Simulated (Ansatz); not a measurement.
# Pb (Fm-3m) in Ansatz: further runs

One crystal, Pb, is run at these levels: PBEsol; tasks: single point.

All numbers are computed with Ansatz 0.2.0; they aren't measurements. Logs are shortened: lines on timing, memory, paths and dates and some standing lists are left out, and cuts for length are marked.

### Step 1. The structure

It takes space group Fm-3m (No. 225, cubic). Conventional cell: a = 4.950 Å, b = 4.950 Å, c = 4.950 Å, α = 90.00°, β = 90.00°, γ = 90.00°. Pb (site symmetry m-3m) is surrounded by 12 Pb at 3.50 Å.

### Step 2. Single point, PBEsol, 28.50 Å³/atom (volume scaled by 0.94)

Input file input.yaml:

```yaml
crystal:
  lattice:
    - [0.0, 2.4244952108, 2.4244952108]
    - [2.4244952108, 0.0, 2.4244952108]
    - [2.4244952108, 2.4244952108, 0.0]
  atoms:
    - { symbol: Pb, position: [0.0, 0.0, 0.0] }
kpoints:
  mp_grid: { grid: [9, 9, 9] }
scf:
  occupations: { method: fermi_dirac, width: 0.05 }
hamiltonian:
  xc: pbesol
  pseudopotentials: { kind: all_electron, lapw: { basis_error: 0.0005 } }
output:
  forces: true
  stress: true
  eigenvalues: true
```

Potentials or basis: all-electron LAPW, scalar-relativistic.

Launch:

```sh
$ ansatz run input.yaml --threads 1 --pin off --max-ram 3072MiB --backend cpu --events-out ev --progress --plain --runs-dir out
```

The log of the run:

```text
Warning: RAYON_NUM_THREADS=1 ignored (pool sized by the plan → 1); use --threads N
LAPW: plane waves up to 6.796 Å⁻¹, error target 5.0e-4 eV per atom; small_component_spin mean_spin; Pb in spheres of 1.714 Å, 36 of its electrons in bands, Dirac shells [] (how accurate: hamiltonian.pseudopotentials.lapw.basis_error, Limitations)
Engine: ansatz 0.2.0, aarch64-unknown-linux-gnu
Pseudopotentials: kind: all_electron
Pseudopotential: Pb, LAPW, valence charge 36, lapw/all_electron/scalar/gaussian/Pb, Koelling and Harmon's equation, gaussian nucleus
Functional definition: PBEsol
  exchange = pbesol_x
  correlation = pbesol_c
Crystal: 1 atoms, lattice volume = 28.503 Å³
Basis set: ecut = 175.9452696506381 eV, 169 PW (Γ), exchange–correlation at level 2
Bands: 22, of which v1, the nominal top of the filled ones, is band 18 counted from 1 (17 counted from 0)
Symmetry: 48 space group operations
Space group: Fm-3m (ITA 225), of the structure as read, at distance tolerance 3.1e-5 Å
k-points: 35 of 729
Non-local potential: Pb, projectors of the file, none
Initial density: superposition of atomic densities (chi_scale 0.1, normalization cell)
Initial wavefunctions: plane waves of lowest kinetic energy (no species holds an atomic orbital)
Functional: x = pbesol(κ = 0.804, μ = 0.12345679012345678), c = pbesol(β = 0.046)
iter 1 solved again at ethr=6.95e-6 eV; its pass at ethr=1.00e-1 eV (dr2=2.50e-3 eV) is discarded
SCF iter   1: F=—  HF=-567915.185457 eV  |F-HF|=—  |Δ(HF+E_count)|=         —  Δρ=3.54e-3  dr2=2.53e-3  ethr=6.95e-6  ⟨swp⟩=3.8  Hψ=5187  notcnv=0
preconditioner: auto → none  [insulator: Δε(μ)=0.343 eV  Ē_g=19.975 eV  σ=0.050 eV  W_gap=0.53  n_scr=14 (ndim 8)  ℏωp=26.0 eV  f_vac=0.021  D(μ)=0.42/eV (n_scr^D=0)  ε∞_Penn≈2.7]
SCF iter   2: F=—  HF=-567915.170645 eV  |F-HF|=—  |Δ(HF+E_count)|=   1.48e-2  Δρ=1.46e-3  dr2=4.72e-4  ethr=6.95e-6  ⟨swp⟩=2.0  Hψ=2274  notcnv=0
SCF iter   3: F=—  HF=-567915.169847 eV  |F-HF|=—  |Δ(HF+E_count)|=   7.98e-4  Δρ=6.29e-4  dr2=8.90e-5  ethr=1.31e-6  ⟨swp⟩=2.0  Hψ=2271  notcnv=0
iter 4 solved again at ethr=9.47e-9 eV; its pass at ethr=2.47e-7 eV (dr2=3.41e-6 eV) is discarded
SCF iter   4: F=—  HF=-567915.169770 eV  |F-HF|=—  |Δ(HF+E_count)|=   7.73e-5  Δρ=1.16e-4  dr2=3.41e-6  ethr=9.47e-9  ⟨swp⟩=2.0  Hψ=3842  notcnv=0
SCF iter   5: F=—  HF=-567915.169771 eV  |F-HF|=—  |Δ(HF+E_count)|=   6.57e-7  Δρ=1.55e-5  dr2=6.26e-8  ethr=9.47e-9  ⟨swp⟩=2.0  Hψ=2271  notcnv=0
SCF iter   6: F=-567915.169771 eV  HF=-567915.169771 eV  |F-HF|=3.49e-10  |Δ(HF+E_count)|=   7.00e-8  Δρ=5.49e-7  dr2=5.64e-11  ethr=1.74e-10  ⟨swp⟩=2.0  Hψ=2271  notcnv=0
SCF 1 converged in 6 iterations: F = -567915.169771 eV  dr2 = 5.64e-11
SCF converged after 6 iterations
Free energy (F): -567915.169771 eV
Harris-Foulkes:  -567915.169771 eV  (|F-HF|=3.49e-10)
Internal energy: -567915.166434 eV  (E = F + TS)
E sigma→0 (E₀):  -567915.168102 eV
Entropy (-TS):   -0.003337 eV (-3.337 meV/atom)
Fermi energy:    16.540828 eV
--- Per-component energies (eV) ---
  E_band       = -2157.470704
  E_kinetic    = 654733.472715
  E_xc         = -10428.170816
  E_electrostatic = -1212220.468333  (all electrons and nuclei)
  E_smearing   = -0.003337  (= −TS)
  E_closure    = 0.000000  (closes the sum)
  E_atoms      = -567911.178656  (free atoms, spherical and without spin; not in F)
  Σ components = -567915.169771   (vs F -567915.169771, Δ=0.00e0)
  Basis errors (estimates in eV, not in F): energy 8.7e-5 per atom: plane waves 8.6e-5 (6.1e-5 summed), levels above the bands 1.8e-103, relativity 4.9e-9, radial functions 1.8e-6, core shells 2.1e-9; eigenvalues (radial functions only) 1.5e-5; not estimated: angular momenta, meshes, grids; target (lapw.basis_error) 5.0e-4; muffin-tin radii Pb 1.714 Å
--- Forces (eV/Å), atoms counted from 1 ---
  atom   1  Pb    -0.00000000    -0.00000000    -0.00000000
  max |Σ_I F_I| component: 2.57e-32 eV/Å
--- Stress (GPa, compression-positive) ---
        2.748587      -0.000000      -0.000000
       -0.000000       2.748587      -0.000000
       -0.000000      -0.000000       2.748587
  P = ⅓ Tr σ = 2.7486 GPa (27.486 kbar)
--- Band table (eV; the first three rows and the last of 35) ---
  k-point 0: bands = ["-122.9045", "-111.9524", "-111.9524", "-111.9524", "-111.9521", "-111.9521", "-111.9521", "-111.9518", "-64.6862", "-64.6862", "-64.6862", "-0.3316", "-0.3316", "-0.3316", "-0.1600", "-0.1600", "4.5305", "24.6377", "24.6377", "24.6377", "26.4993", "28.8519"]
  k-point 1: bands = ["-122.9045", "-111.9524", "-111.9524", "-111.9524", "-111.9521", "-111.9521", "-111.9521", "-111.9518", "-64.6867", "-64.6863", "-64.6863", "-0.3332", "-0.3117", "-0.3117", "-0.1605", "-0.1605", "4.7845", "22.1252", "24.3368", "24.3368", "26.2138", "29.6416"]
  k-point 2: bands = ["-122.9045", "-111.9524", "-111.9524", "-111.9524", "-111.9521", "-111.9521", "-111.9521", "-111.9518", "-64.6880", "-64.6865", "-64.6865", "-0.3427", "-0.2881", "-0.2881", "-0.1339", "-0.1339", "5.5492", "18.4555", "23.6941", "23.6941", "25.9705", "28.8618"]
  k-point 34: bands = ["-122.9044", "-111.9524", "-111.9524", "-111.9524", "-111.9521", "-111.9521", "-111.9521", "-111.9518", "-64.6896", "-64.6890", "-64.6880", "-0.3279", "-0.3105", "-0.2123", "-0.0987", "0.0284", "9.9903", "14.7712", "15.7550", "17.4808", "27.4400", "28.4132"]
```

It took 3.9 s on 1 thread of Arm Neoverse V2, shared host; peak memory 0.23 GiB.

Results:

| Quantity | Value |
| --- | --- |
| Free energy | -567915.1698 eV |
| Pressure | 2.7 GPa |
| Band gap on the k mesh | none (metal or under the smearing width) |

### Step 3. Single point, PBEsol, 29.11 Å³/atom (volume scaled by 0.96)

input.yaml: that of step 2 with these lines changed.

```diff
@@ -2,5 +2,5 @@
   lattice:
-    - [0.0, 2.4244952108, 2.4244952108]
-    - [2.4244952108, 0.0, 2.4244952108]
-    - [2.4244952108, 2.4244952108, 0.0]
+    - [0.0, 2.4415696833, 2.4415696833]
+    - [2.4415696833, 0.0, 2.4415696833]
+    - [2.4415696833, 2.4415696833, 0.0]
   atoms:
```

Potentials or basis: all-electron LAPW, scalar-relativistic.

Launch:

```sh
$ ansatz run input.yaml --threads 1 --pin off --max-ram 3072MiB --backend cpu --events-out ev --progress --plain --runs-dir out
```

Run time: 3.8 s. Hardware: 1 thread of Arm Neoverse V2, shared host; peak memory 0.24 GiB.

It converged, with:

- Free energy: -567915.1778 eV
- Pressure: 1.5 GPa
- Band gap on the k mesh: none (metal or under the smearing width)

### Step 4. Single point, PBEsol, 29.72 Å³/atom (volume scaled by 0.98)

input.yaml: that of step 3 with these lines changed.

```diff
@@ -2,5 +2,5 @@
   lattice:
-    - [0.0, 2.4415696833, 2.4415696833]
-    - [2.4415696833, 0.0, 2.4415696833]
-    - [2.4415696833, 2.4415696833, 0.0]
+    - [0.0, 2.458408627, 2.458408627]
+    - [2.458408627, 0.0, 2.458408627]
+    - [2.458408627, 2.458408627, 0.0]
   atoms:
```

Launch:

```sh
$ ansatz run input.yaml --threads 1 --pin off --max-ram 3072MiB --backend cpu --events-out ev --progress --plain --runs-dir out
```

It took 4.1 s on 1 thread of Arm Neoverse V2, shared host; peak memory 0.24 GiB.

It converged, with:

```yaml
Free_energy: -567915.1813 eV
Pressure: 0.4 GPa
Band_gap_on_the_k_mesh: none (metal or under the smearing width)
```

### Step 5. Single point, PBEsol, 30.32 Å³/atom

input.yaml: that of step 4 with these lines changed.

```diff
@@ -2,5 +2,5 @@
   lattice:
-    - [0.0, 2.458408627, 2.458408627]
-    - [2.458408627, 0.0, 2.458408627]
-    - [2.458408627, 2.458408627, 0.0]
+    - [0.0, 2.47502, 2.47502]
+    - [2.47502, 0.0, 2.47502]
+    - [2.47502, 2.47502, 0.0]
   atoms:
```

Launch:

```sh
$ ansatz run input.yaml --threads 1 --pin off --max-ram 3072MiB --backend cpu --events-out ev --progress --plain --runs-dir out
```

It took 3.8 s on 1 thread of Arm Neoverse V2, shared host; peak memory 0.24 GiB.

The run converged. Its results:

| Item | Value |
| --- | --- |
| Free energy | -567915.1808 eV |
| Pressure | -0.6 GPa |
| Band gap on the k mesh | none (metal or under the smearing width) |

### Step 6. Single point, PBEsol, 30.93 Å³/atom (volume scaled by 1.02)

input.yaml: that of step 5 with these lines changed.

```diff
@@ -2,5 +2,5 @@
   lattice:
-    - [0.0, 2.47502, 2.47502]
-    - [2.47502, 0.0, 2.47502]
-    - [2.47502, 2.47502, 0.0]
+    - [0.0, 2.4914113386, 2.4914113386]
+    - [2.4914113386, 0.0, 2.4914113386]
+    - [2.4914113386, 2.4914113386, 0.0]
   atoms:
```

Potentials or basis: all-electron LAPW, scalar-relativistic.

Launch:

```sh
$ ansatz run input.yaml --threads 1 --pin off --max-ram 3072MiB --backend cpu --events-out ev --progress --plain --runs-dir out
```

Run time: 3.8 s. Hardware: 1 thread of Arm Neoverse V2, shared host; peak memory 0.24 GiB.

It converged, with:

```yaml
Free_energy: -567915.1768 eV
Pressure: -1.5 GPa
Band_gap_on_the_k_mesh: none (metal or under the smearing width)
```

### Step 7. Single point, PBEsol, 31.54 Å³/atom (volume scaled by 1.04)

input.yaml: that of step 6 with these lines changed.

```diff
@@ -2,5 +2,5 @@
   lattice:
-    - [0.0, 2.4914113386, 2.4914113386]
-    - [2.4914113386, 0.0, 2.4914113386]
-    - [2.4914113386, 2.4914113386, 0.0]
+    - [0.0, 2.5075897876, 2.5075897876]
+    - [2.5075897876, 0.0, 2.5075897876]
+    - [2.5075897876, 2.5075897876, 0.0]
   atoms:
```

Launch:

```sh
$ ansatz run input.yaml --threads 1 --pin off --max-ram 3072MiB --backend cpu --events-out ev --progress --plain --runs-dir out
```

Wall time 3.5 s (1 thread of Arm Neoverse V2, shared host); peak memory 0.24 GiB.

Results (log left out):

```yaml
Free_energy: -567915.1698 eV
Pressure: -2.2 GPa
Band_gap_on_the_k_mesh: none (metal or under the smearing width)
```

### Step 8. Single point, PBEsol, 32.14 Å³/atom (volume scaled by 1.06)

input.yaml: that of step 7 with these lines changed.

```diff
@@ -2,5 +2,5 @@
   lattice:
-    - [0.0, 2.5075897876, 2.5075897876]
-    - [2.5075897876, 0.0, 2.5075897876]
-    - [2.5075897876, 2.5075897876, 0.0]
+    - [0.0, 2.5235621278, 2.5235621278]
+    - [2.5235621278, 0.0, 2.5235621278]
+    - [2.5235621278, 2.5235621278, 0.0]
   atoms:
```

Launch:

```sh
$ ansatz run input.yaml --threads 1 --pin off --max-ram 3072MiB --backend cpu --events-out ev --progress --plain --runs-dir out
```

It took 3.6 s on 1 thread of Arm Neoverse V2, shared host; peak memory 0.24 GiB.

It converged, with:

| Property | Result |
| --- | --- |
| Free energy | -567915.1601 eV |
| Pressure | -2.9 GPa |
| Band gap on the k mesh | none (metal or under the smearing width) |
